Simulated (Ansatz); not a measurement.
Choice of functional: CaSe

```
Ca Se
1.0
     0.00000    2.95600    2.95600
     2.95600    0.00000    2.95600
     2.95600    2.95600    0.00000
Ca Se
1 1
Direct
  0.00000 0.00000 0.00000
  0.50000 0.50000 0.50000
```

Atom numbers follow the list: Ca1, Se2.

The cell is COD entry 1010880, as deposited and not checked against the literature; nothing was relaxed. It is an old determination, and later ones may differ.

One fixed cell is solved with several functionals by frozen-core PAW in Ansatz 0.2.0, scalar-relativistically. A positive pressure means that the functional wants a larger cell.

The PAW files were made with PBE; their cores are remade for each functional.

Numerical set-up: a Γ-centred 7×7×7 k mesh, Fermi–Dirac smearing of 0.02 eV, cutoff 420 eV, no spin polarisation.

Cutoffs: PBE 420 eV, LDA 420 eV, PBEsol 420 eV, r²SCAN 500 eV.

```
setting  P (GPa)  gap over the k mesh and a high-symmetry path (eV)  lowest level at Γ above −25 eV, from the valence-band top or, without a gap, the Fermi level (eV)
    PBE        ?                                               2.03                                                                                             -20.75
    LDA        ?                                               1.88                                                                                             -20.60
 PBEsol    -1.10                                               1.94                                                                                             -20.62
 r²SCAN     0.61                                               2.49                                                                                             -21.41
```

**Question.** Fill in "P (GPa)" for the row "LDA".

**Answer.** -3.12.

**Question.** Give the missing entry: row "PBE", column "P (GPa)".

**Answer.** 1.17.
